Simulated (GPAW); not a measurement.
# Bi (R-3m) in GPAW: a series of runs, part 2 of 2

GPAW 26.7.0.

## (4) Optical spectrum, PBE

This run uses another cell than the first one, of 33.67 Å³/atom, 0.960 times its volume.

Contents of run.py:

```python
from ase import Atoms
from ase.dft.bandgap import bandgap
from ase.io import write
from gpaw import GPAW, PW
from gpaw.response.df import DielectricFunction

atoms = Atoms(['Bi', 'Bi'],
              cell=[[2.2368543514, 1.2914484619, 3.8847772595],
                    [-2.2368543514, 1.2914484619, 3.8847772595],
                    [0.0, -2.5828969239, 3.8847772595]],
              scaled_positions=[[0.766, 0.766, 0.766],
                                [0.234, 0.234, 0.234]],
              pbc=True)

calc = GPAW(mode=PW(500),
            xc='PBE',
            kpts={'size': (6, 6, 6), 'gamma': True},
            occupations={'name': 'fermi-dirac', 'width': 0.05},
            nbands=25,
            convergence={'density': 1e-06},
            maxiter=150,
            txt='gpaw.txt')
atoms.calc = calc
energy = atoms.get_potential_energy()
calc.write('gs.gpw')
write('result.traj', atoms)
print(f'Energy: {energy:.6f} eV')
print('Fermi level:', round(calc.get_fermi_level(), 4), 'eV')
print(f'Gap: {bandgap(calc)[0]:.4f} eV, direct: {bandgap(calc, direct=True)[0]:.4f} eV')

dense = calc.fixed_density(kpts={'size': (10, 10, 10), 'gamma': True},
                           nbands=41, convergence={'bands': 35, 'eigenstates': 1e-7},
                           update_fermi_level=True, txt='dense.txt')
dense.write('dense.gpw', mode='all')

df = DielectricFunction('dense.gpw', frequencies={'type': 'nonlinear', 'domega0': 0.05, 'omega2': 10},
                        eta=0.1, ecut=50, nbands=35, rate='eta', txt='df.txt')
for direction in ['x', 'z']:
    df.get_dielectric_function(xc='RPA', direction=direction, filename=f'df_{direction}.csv')
```

Potentials or basis: GPAW PAW data sets (gpaw-data 1.2.1), pw.

On the command line:

```bash
$ OMP_NUM_THREADS=1 python run.py
```

gpaw.txt:

```text
__  _  _
 | _ |_)|_||  |
 |__||  | ||/\| - 26.7.0

Input parameters:
  mode=PW(ecut=500.0),
  convergence={'density': 1e-06},
  kpts=MonkhorstPack(size=(6, 6, 6), gamma=True),
  maxiter=150,
  nbands=25,
  occupations=Occupations(name='fermi-dirac', width=0.05),
  xc=XC(name='PBE')

Diagonalizing LCAO Hamiltonian
Converting LCAO to pw mode

       Bi

       Bi

Atoms  # Å, Bohr magnetons
|   | symbol |        x |         y |        z |    initial magnetic moments |
|---|--------|----------|-----------|----------|-----------------------------|
| 0 |     Bi | 0.000000 | -0.000000 | 8.927218 | ( 0.0000,  0.0000,  0.0000) |
| 1 |     Bi | 0.000000 | -0.000000 | 2.727114 | ( 0.0000,  0.0000,  0.0000) |

Unit cell  # Å
| periodic |         x |         y |        z |  lengths |    angles |
|----------|-----------|-----------|----------|----------|-----------|
|      yes |  2.236854 |  1.291448 | 3.884777 | 4.665067 | 57.304234 |
|      yes | -2.236854 |  1.291448 | 3.884777 | 4.665067 | 57.304234 |
|      yes |  0.000000 | -2.582897 | 3.884777 | 4.665067 | 57.304234 |

Number of symmetries: 12
Symmetry operations  # r_c * U_cc + t_c -> r_c
|    | kind |            matrix            |
|----|------|------------------------------|
|  0 |  E   |  1, 0, 0,  0, 1, 0,  0, 0, 1 |
|  1 |  σ   |  1, 0, 0,  0, 0, 1,  0, 1, 0 |
|  2 |  σ   |  0, 1, 0,  1, 0, 0,  0, 0, 1 |
|  3 |  C3  |  0, 1, 0,  0, 0, 1,  1, 0, 0 |
|  4 |  C3  |  0, 0, 1,  1, 0, 0,  0, 1, 0 |
|  5 |  σ   |  0, 0, 1,  0, 1, 0,  1, 0, 0 |
|  6 |  C2  |  0, 0,-1,  0,-1, 0, -1, 0, 0 |
|  7 |  S6  |  0, 0,-1, -1, 0, 0,  0,-1, 0 |
|  8 |  S6  |  0,-1, 0,  0, 0,-1, -1, 0, 0 |
|  9 |  C2  |  0,-1, 0, -1, 0, 0,  0, 0,-1 |
| 10 |  C2  | -1, 0, 0,  0, 0,-1,  0,-1, 0 |
| 11 |  i   | -1, 0, 0,  0,-1, 0,  0, 0,-1 |

BZ-sampling:
  Number of BZ points: 216
  Number of IBZ points: 32

  Monkhorst-Pack size: [6, 6, 6]
  Monkhorst-Pack shift: [0.08333333333333333, 0.08333333333333333, 0.08333333333333333]

K-points  # in reciprocal-cell coordinates
|     |                                coordinates |     weight |
|-----|--------------------------------------------|------------|
|   0 | (  0.00000000,   0.00000000,   0.00000000) | 0.00462963 |
|   1 | (  0.16666667,   0.00000000,  -0.16666667) | 0.02777778 |
|   2 | (  0.16666667,   0.00000000,   0.00000000) | 0.02777778 |
|   3 | (  0.16666667,   0.16666667,  -0.16666667) | 0.02777778 |
|   4 | (  0.16666667,   0.16666667,   0.00000000) | 0.02777778 |
|   5 | (  0.16666667,   0.16666667,   0.16666667) | 0.00925926 |
|   6 | (  0.33333333,  -0.16666667,  -0.16666667) | 0.02777778 |
|   7 | (  0.33333333,   0.00000000,  -0.33333333) | 0.02777778 |
|   8 | (  0.33333333,   0.00000000,  -0.16666667) | 0.05555556 |
|   9 | (  0.33333333,   0.00000000,   0.00000000) | 0.02777778 |
| ... |                                            |            |
|  31 | (  0.50000000,   0.50000000,   0.50000000) | 0.00462963 |

Plane wave coefficients: 1733
Cutoff: 500.0 eV

Spin-components: 1 (collinear spins)
Bands:           25
Projectors:      12
Spin-degeneracy: 2
Datatype:        complex128

Parallelization:
  kpt:    1
  domain: 1
  band:   1

Density:
  Valence electrons: 30.0
  Components: 1
  Grid points: [25 25 25]
  Charge: 0.0  # |e|

Potential:
  Grid points: [25 25 25]

species:
  Bi:
    name:    Bismuth
    Z:       83.0
    valence: 15
    core:    68
    charge:  0.0  # [|e|]
    compensation charges:
      type: gauss
      rc: 0.38  # [Å]
      lmax: 2
    cutoffs:
      filter: 2.23  # [Å]
      core: 2.33  # [Å]
    projectors
    | kind |    occ | energy [eV] | rcut [Å] |
    |------|--------|-------------|----------|
    |   6s |  2.000 |     -14.385 |    1.286 |
    |   6p |  3.000 |      -4.580 |    1.275 |
    |   5d | 10.000 |     -27.119 |    1.349 |
    |    s |        |      12.827 |    1.286 |
    |    p |        |      22.631 |    1.275 |
    |    d |        |       0.093 |    1.349 |

    Using partial waves for Bi as LCAO basis

Reference energy: -1169696.765905  # eV

eigensolver:
  PPCG
  Converge bands: occupied
  niter=2

density mixing:
  MSR1-Mixer
  Pratt-step length: 0.05
  Maximum mixing coefficient: 0.75
  Old densities: 10
  SVD Regularization: 0.005
  Good broyden scale: 1.0
  Trust region scale: 1.0
  Backstep threshold: 4.0
  History deletion threshold: 6.0
  Fourier metric: weight=20.0, sigma=0.015

occupation numbers:
  Fermi-Dirac:
    width: 0.0500  # eV

poisson solver:
  ecut: 4000.0  # eV

xc functional:
  name: PBE with 2 nearest neighbor stencil

convergence criteria:
- Maximum integral of absolute [dens]ity change: 1e-06 electrons / valence electron
- Maximum [total energy] change in last 3 cyles: 0.0005 eV / valence electron
- Maximum integral of absolute [eigenst]ate change: 4e-08 eV^2 / valence electron
maximum number of iterations: 150

SCF iterations
|iter     | |      energy | eigst |  dens |
|---------|-|-------------|-------|-------|
|iter:   1| |   -9.278689 | -0.36 |       |
|iter:   2| |   -9.285640 | -2.65 | -1.73 |
|iter:   3| |   -9.295852 | -3.05 | -1.76 |
|iter:   4| |   -9.302551 | -3.38 | -2.17 |
|iter:   5| |   -9.303831c| -4.17 | -2.65 |
|iter:   6| |   -9.303869c| -5.60 | -3.61 |
|iter:   7| |   -9.303874c| -6.66 | -4.35 |
|iter:   8| |   -9.303875c| -6.90 | -4.68 |
|iter:   9| |   -9.303875c| -7.63c| -5.31 |
|iter:  10| |   -9.303875c| -8.40c| -5.74 |
|iter:  11| |   -9.303875c| -8.92c| -5.99 |
|iter:  12| |   -9.303875c| -9.75c| -6.90c|

Converged in 12 steps
Energy contributions relative to reference atoms: (reference = -1169696.765905)

Energy contributions:
  Kinetic:          38.210767
  Coulomb:         -34.825378
  Zero:             -2.958575
  External:          0.000000
  Xc:               -9.728954
  Entropy:          -0.003470
  Spinorbit:         0.000000
  ----------------------------
  Free energy:      -9.305610
  Extrapolated:     -9.303875

dipole moment: (-0.000000, -0.000000, 0.000006)  # |e|*Ang

Fermi level: 6.565
Eigenvalues  # (at kpt = [0.000, 0.000, 0.000])
| band index |      eig [eV] | occ [0-2] |
|------------|---------------|-----------|
|          0 |       -16.604 |     2.000 |
|        ... |               |           |
|          7 |       -16.211 |     2.000 |
|          8 |       -16.072 |     2.000 |
|          9 |       -16.072 |     2.000 |
|         10 |        -6.689 |     2.000 |
|         11 |        -0.475 |     2.000 |
|         12 |         5.024 |     2.000 |
[... 8 lines left out ...]
|         21 |        12.912 |     0.000 |
|         22 |        13.018 |     0.000 |
|        ... |               |           |
|         24 |        14.541 |     0.000 |

No gap
No difference between direct/indirect transitions
# Writing to gs.gpw (mode='')
```

stdout:

```text
Energy: -9.303875 eV
Fermi level: 6.5649 eV
Gap: 0.0000 eV, direct: 0.0000 eV
```

df.txt:

```text
NonLinearFrequencyDescriptor(from 0.000 to 46.573 eV, 319 points)
NonLinearFrequencyDescriptor(from 0.000 to 46.573 eV, 319 points)

Calculating chi0 body with:
    Ground state adapter containing:
    Number of spins: 1
    Number of kpoints: 1000
    Number of irreducible kpoints: 116
    Number of completely occupied states: 13
    Number of partially occupied states: 17

    Linear response parametrization:
    q_c: [0.0, 0.0, 0.0]
[... 42 lines left out ...]
    Ground state adapter containing:
    Number of spins: 1
    Number of kpoints: 1000
    Number of irreducible kpoints: 116
    Number of completely occupied states: 13
    Number of partially occupied states: 17

Symmetries of q_c:
    Direct symmetries (Uq -> q): 12
    Indirect symmetries (TUq -> q): 0
In total 12 allowed symmetries.

Integral kind: intraband
Plasma frequency:
[[1.31+0.j 0.  -0.j 0.  +0.j]
 [0.  -0.j 1.31+0.j 0.  +0.j]
 [0.  +0.j 0.  +0.j 1.5 +0.j]]

Finished calculating chi0
```

Run time: 4 min. Hardware: 1 thread of Arm Neoverse V1, shared host; peak memory 0.49 GiB.

What came out:

```yaml
Free_energy: -9.3056 eV
Band_gap_on_the_k_mesh: none (metal or under the smearing width)
```

Dielectric function (mean over the directions given):
| energy (eV) | real part | imaginary part |
| --- | --- | --- |
| 0.25 | 83.72 | 123.80 |
| 0.67 | 48.95 | 43.35 |
| 1.15 | 12.89 | 85.55 |
| 1.66 | -9.46 | 50.13 |
| 2.18 | -21.43 | 22.12 |
| 2.66 | -14.12 | 11.68 |
| 3.17 | -11.29 | 5.90 |
| 3.56 | -7.13 | 4.75 |
| 4.03 | -4.89 | 3.03 |
| 4.51 | -3.22 | 2.87 |
| 5.01 | -0.29 | 3.67 |
| 5.53 | -2.60 | 5.31 |
| 6.07 | -2.19 | 2.82 |
| 6.55 | -1.55 | 3.12 |
| 6.87 | -1.42 | 3.45 |
| 7.38 | -2.34 | 2.59 |
| 7.90 | -2.19 | 2.04 |
| 8.43 | -1.60 | 1.57 |
| 8.89 | -1.56 | 1.37 |
| 9.47 | -1.32 | 1.04 |
| 9.76 | -1.01 | 0.77 |
| 10.26 | -0.81 | 0.87 |
| 10.78 | -0.77 | 0.84 |
| 11.31 | -0.51 | 0.59 |
| 11.85 | -0.31 | 0.53 |
| 12.30 | -0.24 | 0.63 |
| 12.77 | -0.25 | 0.48 |
| 13.24 | -0.07 | 0.38 |
| 13.72 | -0.03 | 0.47 |
| 14.22 | -0.03 | 0.32 |
| 14.73 | 0.18 | 0.32 |
| 15.26 | 0.14 | 0.39 |
| 15.80 | 0.28 | 0.30 |
| 16.21 | 0.28 | 0.38 |
| 16.78 | 0.31 | 0.30 |
| 17.36 | 0.31 | 0.33 |
| 17.96 | 0.30 | 0.25 |
| 18.58 | 0.38 | 0.20 |
| 19.22 | 0.43 | 0.17 |
| 19.87 | 0.47 | 0.13 |

Caveat: the intraband term hangs on this k mesh; the long-wavelength limit can be off by a per cent or two; independent-particle spectra lack excitons; spin-orbit coupling is left out, which moves the levels of the heavy elements.

## (5) Optical spectrum, PBE

This run uses another cell than the first one, of 34.37 Å³/atom, 0.980 times its volume.

Edit run.py of step 4 so:

```diff
@@ -7,5 +7,5 @@
 atoms = Atoms(['Bi', 'Bi'],
-              cell=[[2.2368543514, 1.2914484619, 3.8847772595],
-                    [-2.2368543514, 1.2914484619, 3.8847772595],
-                    [0.0, -2.5828969239, 3.8847772595]],
+              cell=[[2.2522814206, 1.3003552845, 3.9115696734],
+                    [-2.2522814206, 1.3003552845, 3.9115696734],
+                    [0.0, -2.600710569, 3.9115696734]],
               scaled_positions=[[0.766, 0.766, 0.766],
```

Potentials or basis: GPAW PAW data sets (gpaw-data 1.2.1), pw.

On the command line:

```bash
$ OMP_NUM_THREADS=1 python run.py
```

gpaw.txt:

```text
__  _  _
 | _ |_)|_||  |
 |__||  | ||/\| - 26.7.0

Input parameters:
  mode=PW(ecut=500.0),
  convergence={'density': 1e-06},
  kpts=MonkhorstPack(size=(6, 6, 6), gamma=True),
  maxiter=150,
  nbands=25,
  occupations=Occupations(name='fermi-dirac', width=0.05),
  xc=XC(name='PBE')

Diagonalizing LCAO Hamiltonian
Converting LCAO to pw mode

       Bi

       Bi

Atoms  # Å, Bohr magnetons
|   | symbol |         x |         y |        z |    initial magnetic moments |
|---|--------|-----------|-----------|----------|-----------------------------|
| 0 |     Bi |  0.000000 | -0.000000 | 8.988787 | ( 0.0000,  0.0000,  0.0000) |
| 1 |     Bi | -0.000000 | -0.000000 | 2.745922 | ( 0.0000,  0.0000,  0.0000) |

Unit cell  # Å
| periodic |         x |         y |        z |  lengths |    angles |
|----------|-----------|-----------|----------|----------|-----------|
|      yes |  2.252281 |  1.300355 | 3.911570 | 4.697241 | 57.304234 |
|      yes | -2.252281 |  1.300355 | 3.911570 | 4.697241 | 57.304234 |
|      yes |  0.000000 | -2.600711 | 3.911570 | 4.697241 | 57.304234 |

Number of symmetries: 12
Symmetry operations  # r_c * U_cc + t_c -> r_c
|    | kind |            matrix            |
|----|------|------------------------------|
|  0 |  E   |  1, 0, 0,  0, 1, 0,  0, 0, 1 |
|  1 |  σ   |  1, 0, 0,  0, 0, 1,  0, 1, 0 |
|  2 |  σ   |  0, 1, 0,  1, 0, 0,  0, 0, 1 |
|  3 |  C3  |  0, 1, 0,  0, 0, 1,  1, 0, 0 |
|  4 |  C3  |  0, 0, 1,  1, 0, 0,  0, 1, 0 |
|  5 |  σ   |  0, 0, 1,  0, 1, 0,  1, 0, 0 |
|  6 |  C2  |  0, 0,-1,  0,-1, 0, -1, 0, 0 |
|  7 |  S6  |  0, 0,-1, -1, 0, 0,  0,-1, 0 |
|  8 |  S6  |  0,-1, 0,  0, 0,-1, -1, 0, 0 |
|  9 |  C2  |  0,-1, 0, -1, 0, 0,  0, 0,-1 |
| 10 |  C2  | -1, 0, 0,  0, 0,-1,  0,-1, 0 |
| 11 |  i   | -1, 0, 0,  0,-1, 0,  0, 0,-1 |

BZ-sampling:
  Number of BZ points: 216
  Number of IBZ points: 32

  Monkhorst-Pack size: [6, 6, 6]
  Monkhorst-Pack shift: [0.08333333333333333, 0.08333333333333333, 0.08333333333333333]

K-points  # in reciprocal-cell coordinates
|     |                                coordinates |     weight |
|-----|--------------------------------------------|------------|
|   0 | (  0.00000000,   0.00000000,   0.00000000) | 0.00462963 |
|   1 | (  0.16666667,   0.00000000,  -0.16666667) | 0.02777778 |
|   2 | (  0.16666667,   0.00000000,   0.00000000) | 0.02777778 |
|   3 | (  0.16666667,   0.16666667,  -0.16666667) | 0.02777778 |
|   4 | (  0.16666667,   0.16666667,   0.00000000) | 0.02777778 |
|   5 | (  0.16666667,   0.16666667,   0.16666667) | 0.00925926 |
|   6 | (  0.33333333,  -0.16666667,  -0.16666667) | 0.02777778 |
|   7 | (  0.33333333,   0.00000000,  -0.33333333) | 0.02777778 |
|   8 | (  0.33333333,   0.00000000,  -0.16666667) | 0.05555556 |
|   9 | (  0.33333333,   0.00000000,   0.00000000) | 0.02777778 |
| ... |                                            |            |
|  31 | (  0.50000000,   0.50000000,   0.50000000) | 0.00462963 |

Plane wave coefficients: 1770
Cutoff: 500.0 eV

Spin-components: 1 (collinear spins)
Bands:           25
Projectors:      12
Spin-degeneracy: 2
Datatype:        complex128

Parallelization:
  kpt:    1
  domain: 1
  band:   1

Density:
  Valence electrons: 30.0
  Components: 1
  Grid points: [25 25 25]
  Charge: 0.0  # |e|

Potential:
  Grid points: [25 25 25]

species:
  Bi:
    name:    Bismuth
    Z:       83.0
    valence: 15
    core:    68
    charge:  0.0  # [|e|]
    compensation charges:
      type: gauss
      rc: 0.38  # [Å]
      lmax: 2
    cutoffs:
      filter: 2.23  # [Å]
      core: 2.33  # [Å]
    projectors
    | kind |    occ | energy [eV] | rcut [Å] |
    |------|--------|-------------|----------|
    |   6s |  2.000 |     -14.385 |    1.286 |
    |   6p |  3.000 |      -4.580 |    1.275 |
    |   5d | 10.000 |     -27.119 |    1.349 |
    |    s |        |      12.827 |    1.286 |
    |    p |        |      22.631 |    1.275 |
    |    d |        |       0.093 |    1.349 |

    Using partial waves for Bi as LCAO basis

Reference energy: -1169696.765905  # eV

eigensolver:
  PPCG
  Converge bands: occupied
  niter=2

density mixing:
  MSR1-Mixer
  Pratt-step length: 0.05
  Maximum mixing coefficient: 0.75
  Old densities: 10
  SVD Regularization: 0.005
  Good broyden scale: 1.0
  Trust region scale: 1.0
  Backstep threshold: 4.0
  History deletion threshold: 6.0
  Fourier metric: weight=20.0, sigma=0.015

occupation numbers:
  Fermi-Dirac:
    width: 0.0500  # eV

poisson solver:
  ecut: 4000.0  # eV

xc functional:
  name: PBE with 2 nearest neighbor stencil

convergence criteria:
- Maximum integral of absolute [dens]ity change: 1e-06 electrons / valence electron
- Maximum [total energy] change in last 3 cyles: 0.0005 eV / valence electron
- Maximum integral of absolute [eigenst]ate change: 4e-08 eV^2 / valence electron
maximum number of iterations: 150

SCF iterations
|iter     | |      energy | eigst |  dens |
|---------|-|-------------|-------|-------|
|iter:   1| |   -9.310877 | -0.38 |       |
|iter:   2| |   -9.317912 | -2.64 | -1.73 |
|iter:   3| |   -9.329322 | -3.05 | -1.76 |
|iter:   4| |   -9.336047 | -3.38 | -2.17 |
|iter:   5| |   -9.337304c| -4.18 | -2.64 |
|iter:   6| |   -9.337344c| -5.59 | -3.57 |
|iter:   7| |   -9.337348c| -6.66 | -4.33 |
|iter:   8| |   -9.337349c| -6.89 | -4.67 |
|iter:   9| |   -9.337349c| -7.64c| -5.30 |
|iter:  10| |   -9.337349c| -8.41c| -5.73 |
|iter:  11| |   -9.337349c| -8.93c| -6.01c|

Converged in 11 steps
Energy contributions relative to reference atoms: (reference = -1169696.765905)

Energy contributions:
  Kinetic:          36.101981
  Coulomb:         -33.107339
  Zero:             -2.958745
  External:          0.000000
  Xc:               -9.371489
  Entropy:          -0.003514
  Spinorbit:         0.000000
  ----------------------------
  Free energy:      -9.339106
  Extrapolated:     -9.337349

dipole moment: (0.000000, 0.000000, 0.000006)  # |e|*Ang

Fermi level: 6.310
Eigenvalues  # (at kpt = [0.000, 0.000, 0.000])
| band index |      eig [eV] | occ [0-2] |
|------------|---------------|-----------|
|          0 |       -16.805 |     2.000 |
|        ... |               |           |
|          7 |       -16.437 |     2.000 |
|          8 |       -16.305 |     2.000 |
|          9 |       -16.305 |     2.000 |
|         10 |        -6.786 |     2.000 |
|         11 |        -0.805 |     2.000 |
|         12 |         4.827 |     2.000 |
[... 8 lines left out ...]
|         21 |        12.645 |     0.000 |
|         22 |        12.748 |     0.000 |
|        ... |               |           |
|         24 |        14.247 |     0.000 |

No gap
No difference between direct/indirect transitions
# Writing to gs.gpw (mode='')
```

It took 4 min on 1 thread of Arm Neoverse V1, shared host; peak memory 0.49 GiB.

What came out:

```
Free energy            : -9.3391 eV
Band gap on the k mesh : none (metal or under the smearing width)
```

Dielectric function (mean over the directions given):
```
energy (eV)  real part  imaginary part
       0.25      76.07          117.05
       0.88      51.76           68.52
       1.54      -9.20           47.51
       2.18     -20.71           21.52
       2.79     -13.38           10.67
       3.43      -7.60            4.76
       4.16      -3.97            3.14
       4.79      -1.32            2.70
       5.38      -2.09            5.03
       6.07      -1.93            2.63
       6.63      -1.33            3.13
       7.29      -2.40            2.75
       8.07      -1.90            1.66
       8.71      -1.48            1.48
       9.27      -1.20            1.15
       9.96      -0.79            0.93
      10.57      -0.68            0.86
      11.20      -0.52            0.62
      11.96      -0.23            0.60
      12.53      -0.27            0.53
      13.24       0.00            0.41
      13.85      -0.03            0.43
      14.48       0.16            0.32
      15.13       0.15            0.39
      15.94       0.32            0.39
      16.64       0.31            0.32
      17.36       0.31            0.33
      18.12       0.34            0.22
      18.90       0.42            0.17
      19.87       0.50            0.12
```

Caveat: the intraband term hangs on this k mesh; the long-wavelength limit can be off by a per cent or two; independent-particle spectra lack excitons; spin-orbit coupling is left out, which moves the levels of the heavy elements.

## (6) Summary

```csv
task,level,potentials or basis,cell,eta,response ecut,scissors,response k mesh,domega0,gap on the mesh (eV)
optical spectrum,LDA,"the program's PAW data sets (release 1.2.1) made for this functional, pw","R-3m, 35.07 Å³/atom",0.2 eV,60 eV,0 eV,11 × 11 × 11,0.05 eV,none
energy-loss spectrum,LDA,"the program's PAW data sets (release 1.2.1) made for this functional, pw","R-3m, 35.07 Å³/atom",0.2 eV,50 eV,-,9 × 9 × 9,0.1 eV,none
optical spectrum,PBE,"GPAW PAW data sets (gpaw-data 1.2.1), pw","R-3m, 33.67 Å³/atom",0.1 eV,50 eV,0 eV,10 × 10 × 10,0.05 eV,none
optical spectrum,PBE,"GPAW PAW data sets (gpaw-data 1.2.1), pw","R-3m, 34.37 Å³/atom",0.1 eV,50 eV,0 eV,10 × 10 × 10,0.05 eV,none
```

Alike in all rows: no spin polarisation; k mesh 6 × 6 × 6; cutoff (eV) 500; smearing fermi-dirac 0.05 eV.

Caveats: spin-orbit coupling is left out, which moves the levels of the heavy elements; the intraband term hangs on this k mesh (some runs); the long-wavelength limit can be off by a per cent or two (some runs); independent-particle spectra lack excitons (some runs); the highest transitions drop out of the frequency grid (some runs); the Lanczos chain is short for so many electrons, so humps in the spectrum may be artefacts (some runs).

Total energies depend on the potentials used, so only differences within one code and one set of settings carry meaning.
